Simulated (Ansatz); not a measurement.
ZrB2 under changes of volume

One of the cells (10.249 Å³/atom); the others are scaled copies at fixed shape and fractional positions:

```
CELL_PARAMETERS angstrom
3.17000 0.00000 0.00000
-1.58500 2.74530 0.00000
0.00000 0.00000 3.53300
ATOMIC_POSITIONS crystal
Zr 0.00000 0.00000 0.00000
B 0.66667 0.33333 0.50000
B 0.33333 0.66667 0.50000
```

* Program: Ansatz 0.2.0
* Functional: PBEsol
* Potentials or basis: all-electron LAPW, scalar-relativistic
* Cutoff: 281 eV (chosen from the basis error)
* Basis error allowed: 0.001 eV/atom
* k mesh: 10 × 10 × 8
* Occupations: fermi-dirac, width 0.05 eV
* Spin: no spin polarisation

```tsv
volume (Å³/atom)	energy over the lowest point (meV/atom)	pressure (GPa)
9.634	16.40	12.3
9.839	?	?
10.044	0.00	0.9
10.249	2.09	-4.1
10.454	10.19	-8.5
10.659	23.73	-12.6
10.864	42.19	-16.2
```

What does the run at 9.839 Å³/atom give?

Energy over the lowest point 4.54 meV/atom; pressure 6.3 GPa.

Worked out: A Birch-Murnaghan fit of order 3 (a polynomial in V^(-2/3)) to the other rows has its minimum at 10.08 Å³/atom with B0 = V·E''(V) = 250 GPa and B' = 3.9 at fixed shape and positions, which overstates the stiffness. It gives 4.54 meV/atom at 9.839 Å³/atom, against the run's 4.54, and -dE/dV = 6.3 GPa, against 6.3.

Energies are extrapolated to zero smearing.
